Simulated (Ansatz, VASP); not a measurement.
**MgSe: VASP beside Ansatz**

INCAR

```
ALGO = Fast ; EDIFF = 1E-6
ENCUT = 520 ; GGA = PE
ISIF = 2 ; ISMEAR = 0
LASPH = T ; LCHARG = T
LELF = T ; LREAL = F
LVHAR = T ; LWAVE = F
NBANDS = 11 ; NELM = 100
PREC = Accurate ; SIGMA = 0.1
```

KPOINTS

```
k-points
0
Gamma
  6 6 6
```

POSCAR

```
MgSe
1.0
    0.0000000000      2.7250000000      2.7250000000
    2.7250000000      0.0000000000      2.7250000000
    2.7250000000      2.7250000000      0.0000000000
Mg Se
1 1
Direct
    0.0000000000      0.0000000000      0.0000000000
    0.5000000000      0.5000000000      0.5000000000
```

Input for Ansatz:

```yaml
crystal:
  lattice:
    - [0.0, 2.725, 2.725]
    - [2.725, 0.0, 2.725]
    - [2.725, 2.725, 0.0]
  atoms:
    - { symbol: Mg, position: [0.0, 0.0, 0.0] }
    - { symbol: Se, position: [0.5, 0.5, 0.5] }
basis:
  ecutwfc: 420
kpoints:
  mp_grid: { grid: [6, 6, 6] }
hamiltonian:
  xc: pbe
  pseudopotentials: { kind: paw, azcp: { folder: soft_1 } }
scf:
  occupations: { method: gaussian, width: 0.1 }
output:
  forces: true
  stress: true
  eigenvalues: true
```

The cell was built by a generator and needn't be a form met in nature.

Alike in both runs: task single point; functional PBE; k mesh 6 × 6 × 6; occupations gaussian, width 0.1 eV; no spin polarisation.

|  | VASP | Ansatz |
| --- | --- | --- |
| version | VASP 6.6.1 | Ansatz 0.2.0 |
| potentials or method | VASP PAW PBE potentials, release 64 (Mg, Se) | scalar-relativistic, plane waves, PAW |
| plane-wave cutoff (eV) | 520 | 420 |
| valence electrons in the cell | 8 | 26 |

VASP gave:

```
gap on the k mesh at the Fermi level (eV) : 1.80
least direct gap on the mesh (eV)         : 2.60
pressure (GPa)                            : 2.0
```

Question: What did Ansatz give for the same quantities?

Answer: gap on the k mesh at the Fermi level (eV): 1.82; least direct gap on the mesh (eV): 2.61; pressure (GPa): 2.1.

The two sets of potentials don't hold the same shells in valence.

A k mesh can miss the band edges. As with any semilocal functional, this PBE gap is likely too small.
